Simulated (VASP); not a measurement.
Crystal: C.

```
C
1.0
    -2.48215    2.48215    2.48215
     2.48215   -2.48215    2.48215
     2.48215    2.48215   -2.48215
C
6
Direct
  0.62500 0.25000 0.87500
  0.87500 0.62500 0.25000
  0.75000 0.62500 0.87500
  0.25000 0.87500 0.62500
  0.87500 0.75000 0.62500
  0.62500 0.87500 0.75000
```

The cell was built by a generator and needn't be a form met in nature.

- Program: VASP 6.6.1
- Task: relaxation of cell and atoms
- Functional: PBE
- Potentials or basis: VASP PAW PBE potentials, release 64 (C)
- Cutoff: 600 eV
- k mesh: 6 × 6 × 6
- Occupations: gaussian, width 0.1 eV
- Spin: no spin polarisation

At the start: pressure -7.6 GPa; volume 10.20 Å³/atom.

How do energy, volume and symmetry change on relaxing?

Over 3 steps the energy falls by 9.7 meV/atom and the volume is 9.80 Å³/atom (-3.9 %); space group I4_132 (No. 214, to 0.05 Å).

Step by step:
```tsv
step	energy change (eV)	largest force (eV/Å)	pressure (GPa)	volume (Å³)
1	0.0000	0.0000	-7.63	61.17
2	-0.0198	0.0000	6.97	56.97
3	-0.0584	0.0000	-0.03	58.80
```

Final structure:
```
C
1.0
    -2.44971    2.44971    2.44971
     2.44971   -2.44971    2.44971
     2.44971    2.44971   -2.44971
C
6
Direct
  0.62500 0.25000 0.87500
  0.87500 0.62500 0.25000
  0.75000 0.62500 0.87500
  0.25000 0.87500 0.62500
  0.87500 0.75000 0.62500
  0.62500 0.87500 0.75000
```
